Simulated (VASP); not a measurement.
**A VASP 6.6.1 single-point calculation on CaO**

INCAR

```
LCHARG = .FALSE.
LASPH = .TRUE.
NBANDS = 15
ALGO = Conjugate
PREC = High
EDIFF = 1E-7
SIGMA = 0.02
LWAVE = .FALSE.
ENCUT = 520
IBRION = -1
ISMEAR = -1
ISIF = 2
NELM = 120
NSW = 0
LREAL = .FALSE.
GGA = PE
```

KPOINTS

```
KPOINTS created by Atomic Simulation Environment
0
Gamma
10 10 10
0 0 0
```

POSCAR

```
Ca O
 1.0000000000000000
     0.0000000000000000    2.4934521181000000    2.3522183347999999
     2.4934521181000000    0.0000000000000000    2.3522183347999999
     2.4934521181000000    2.4934521181000000    0.0000000000000000
 Ca  O
   1   1
Cartesian
  0.0000000000000000  0.0000000000000000  0.0000000000000000
  2.4934521181000000  2.4934521181000000  2.3522183347999999
```

The recommended PBE PAW datasets give the neutral cell 16 valence electrons.

Command

```
mpirun -np 1 vasp_std
```

How does this run end, and what does it give?

It converged. Results: gap between bands v and c on the k mesh 3.44 eV; least direct gap on the k mesh 4.00 eV; pressure -2.4 GPa. Band v is the last that the valence electrons fill when counted band by band, and c is the next.

OSZICAR

```
N       E                     dE             d eps       ncg     rms           ort
DAV:   1     0.122791531089E+03    0.12279E+03   -0.95758E+03  1530   0.115E+03
DAV:   2    -0.922296432027E+01   -0.13201E+03   -0.12297E+03  1530   0.286E+02
DAV:   3    -0.143702256442E+02   -0.51473E+01   -0.51108E+01  1530   0.587E+01
DAV:   4    -0.145055184367E+02   -0.13529E+00   -0.13522E+00  1530   0.835E+00
DAV:   5    -0.145062967941E+02   -0.77836E-03   -0.77835E-03  1530   0.658E-01
SDA:   6    -0.878179117648E+01    0.57245E+01   -0.77835E-03  1530   0.196E+02   0.000E+00
CGA:   7    -0.124302689355E+02   -0.36485E+01   -0.36269E+01  1530   0.727E+00  -0.549E+00
CGA:   8    -0.126937389552E+02   -0.26347E+00   -0.26421E+00  1530   0.264E+00  -0.547E-02
CGA:   9    -0.127602685744E+02   -0.66530E-01   -0.66730E-01  1530   0.289E-01  -0.361E-02
CGA:  10    -0.127695386503E+02   -0.92701E-02   -0.92627E-02  1530   0.252E-02   0.702E-04
CGA:  11    -0.127702716471E+02   -0.73300E-03   -0.73169E-03  1530   0.453E-03   0.219E-04
CGA:  12    -0.127704270655E+02   -0.15542E-03   -0.15663E-03  1530   0.115E-03  -0.113E-04
CGA:  13    -0.127704743343E+02   -0.47269E-04   -0.46675E-04  1530   0.275E-04   0.346E-05
CGA:  14    -0.127704845622E+02   -0.10228E-04   -0.10300E-04  1530   0.691E-05  -0.716E-06
CGA:  15    -0.127704871854E+02   -0.26232E-05   -0.27001E-05  1530   0.151E-05  -0.605E-06
CGA:  16    -0.127704877617E+02   -0.57635E-06   -0.61766E-06  1530   0.584E-06  -0.257E-06
CGA:  17    -0.127704879182E+02   -0.15649E-06   -0.15610E-06  1530   0.113E-06   0.201E-07
SDA:  18    -0.127704879945E+02   -0.76262E-07   -0.76289E-07  1530   0.445E-07  -0.381E-07
   1 F= -.12770488E+02 E0= -.12770488E+02  d E =-.161991E-11
```

Standard output (part)

```
POSCAR found type information on POSCAR CaO
 POSCAR found :  2 types and       2 ions
 LDA part: xc-table for (Slater+PW92), standard interpolation
 POSCAR, INCAR and KPOINTS ok, starting setup
 WAVECAR not read
 entering main loop
 gam= 0.000 g(H,U,f)=  0.116E+02 0.805E+01 0.419E-12 ort(H,U,f) = 0.000E+00 0.000E+00 0.000E+00
 gam= 0.000 trial= 0.400  step=  0.3694 mean=  0.4000
 gam= 0.037 g(H,U,f)=  0.542E+00 0.185E+00 0.404E-10 ort(H,U,f) =-0.197E+01 0.143E+01 0.246E-09
 gam= 0.037 trial= 0.397  step=  0.7477 mean=  0.3969
 gam= 0.364 g(H,U,f)=  0.223E+00 0.411E-01 0.401E-13 ort(H,U,f) =-0.122E+00 0.117E+00 0.935E-13
 gam= 0.364 trial= 0.432  step=  0.5085 mean=  0.4320
 gam= 0.109 g(H,U,f)=  0.284E-01 0.560E-03 0.841E-12 ort(H,U,f) =-0.818E-02 0.457E-02 0.857E-11
 gam= 0.109 trial= 0.440  step=  0.6489 mean=  0.4397
 gam= 0.087 g(H,U,f)=  0.227E-02 0.252E-03 0.132E-14 ort(H,U,f) = 0.218E-03-0.147E-03 0.269E-14
 gam= 0.087 trial= 0.461  step=  0.5797 mean=  0.4606
 gam= 0.180 g(H,U,f)=  0.386E-03 0.671E-04 0.184E-15 ort(H,U,f) =-0.106E-03 0.128E-03 0.362E-15
 gam= 0.180 trial= 0.473  step=  0.6858 mean=  0.4725
 gam= 0.253 g(H,U,f)=  0.828E-04 0.318E-04 0.254E-16 ort(H,U,f) =-0.656E-04 0.544E-04 0.650E-16
 gam= 0.253 trial= 0.494  step=  0.8353 mean=  0.4938
 gam= 0.240 g(H,U,f)=  0.241E-04 0.338E-05 0.855E-18 ort(H,U,f) =-0.275E-05 0.622E-05 0.514E-17
 gam= 0.240 trial= 0.528  step=  0.7271 mean=  0.5280
...
```

For comparison, a separate PBE run of the intended cell, on usual settings and not on those above, gives a gap of 3.44 eV on its mesh and a pressure of -2.4 GPa.
